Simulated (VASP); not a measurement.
Set up this calculation in VASP 6.6.1, as the native input.

```
Task                   : single point
Functional             : PBE
Potentials or basis    : VASP PAW PBE potentials, release 64 (Ga_d, N)
Cutoff                 : 520 eV
k mesh                 : 10 × 10 × 10
Occupations            : gaussian, width 0.05 eV
Spin                   : no spin polarisation
Dipole correction      : no
Further INCAR settings : ALGO = Fast; EDIFF = 1e-07; NBANDS = 16
```

The structure of GaN lies in POSCAR:

```
GaN
1.0
    0.0000000000      2.2535006075      2.2535006075
    2.2535006075      0.0000000000      2.2535006075
    2.2535006075      2.2535006075      0.0000000000
Ga N
1 1
Direct
    0.0000000000      0.0000000000      0.0000000000
    0.7500000000      0.7500000000      0.7853004178
```

The cell is a database's computed one.

The cell isn't the ideal one: all N atoms moved +0.113 Å, as atom 2 along Cartesian [1 1 0].

The input as run:

INCAR

```
SYSTEM = GaN
ALGO = Fast
EDIFF = 1E-7
ENCUT = 520
GGA = PE
ISIF = 2
ISMEAR = 0
LASPH = .TRUE.
LCHARG = .TRUE.
LELF = .TRUE.
LREAL = .FALSE.
LVHAR = .TRUE.
LWAVE = .FALSE.
NBANDS = 16
NELM = 100
PREC = Accurate
SIGMA = 0.05
```

KPOINTS

```
k-points
0
G
  10 10 10
  0 0 0
```

Potentials or basis: VASP PAW PBE potentials, release 64 (Ga_d, N).

Run with:

```sh
$ cat potpaw_PBE.64/Ga_d/POTCAR potpaw_PBE.64/N/POTCAR > POTCAR
$ mpirun -np 1 vasp_std > vasp.out
```

It gave:

```yaml
Pressure: 6.3 GPa
Largest_force: 1.448 eV/Å
Band_gap_on_the_k_mesh: 1.54 eV, direct
```

Caveat: forces of over 1 eV/Å show positions far from the minimum, so gaps and moduli don't describe the material at rest.

Run time: 42 s on 1 thread of Intel(R) Xeon(R) 6975P-C (Granite Rapids), on a shared host, peak memory 0.21 GiB.
